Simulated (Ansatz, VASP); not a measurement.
**Two plane-wave programs on SiMo3**

The input INCAR:

```
SYSTEM = SiMo3
  PREC = Accurate
  ENCUT = 520
  EDIFF = 1E-7
  ISMEAR = 0
  SIGMA = 0.1
  LREAL = .FALSE.
  LASPH = .TRUE.
  NELM = 60
  ALGO = Fast
  ISIF = 2
  LWAVE = .FALSE.
  LCHARG = .TRUE.
  GGA = PE
  LELF = .TRUE.
  LVHAR = .TRUE.
  NBANDS = 31
```

Contents of KPOINTS:

```
Automatic mesh
0
G
  4 4 4
  0 0 0
```

File POSCAR:

```
SiMo3
1.0
   -2.6700869900      2.6700869900      2.6700869900
    2.6700869900     -2.6700869900      2.6700869900
    2.6700869900      2.6700869900     -2.6700869900
Si Mo
1 3
Direct
    0.0000000000      0.0000000000      0.0000000000
    0.0000000000      0.5000000000      0.5000000000
    0.5000000000      0.0000000000      0.5000000000
    0.5000000000      0.5000000000      0.0000000000
```

Input for Ansatz:

```yaml
crystal:
  lattice:
    - [-2.67008699, 2.67008699, 2.67008699]
    - [2.67008699, -2.67008699, 2.67008699]
    - [2.67008699, 2.67008699, -2.67008699]
  atoms:
    - { symbol: Si, position: [0.0, 0.0, 0.0] }
    - { symbol: Mo, position: [0.0, 0.5, 0.5] }
    - { symbol: Mo, position: [0.5, 0.0, 0.5] }
    - { symbol: Mo, position: [0.5, 0.5, 0.0] }
basis:
  ecutwfc: 420
kpoints:
  mp_grid: { grid: [4, 4, 4] }
hamiltonian:
  xc: pbe
scf:
  occupations: { method: gaussian, width: 0.1 }
  lower_state_search: "off"
output:
  forces: true
  stress: true
  eigenvalues: true
```

Alike in both runs: task single point; functional PBE; k mesh 4 × 4 × 4; occupations gaussian, width 0.1 eV; no spin polarisation.

|  | VASP | Ansatz |
| --- | --- | --- |
| version | VASP 6.6.1 | Ansatz 0.2.0 |
| potentials or method | VASP PAW PBE potentials, release 64 (Si, Mo_sv) | scalar-relativistic, plane waves, PAW |
| plane-wave cutoff (eV) | 520 | 420 |
| valence electrons in the cell | 46 | 46 |

```tsv
	VASP	Ansatz	Ansatz less VASP
gap on the k mesh at the Fermi level (eV)	none	none	-
pressure (GPa)	-13.7	-13.9	-0.19
```

A gap of «none» marks a metal or a gap that the smearing closes. The functional is the same, so the differences come from potentials, cutoffs and numerics.

Caveats: the k mesh is coarse (spacing up to 0.42 Å⁻¹), so the values aren't converged.
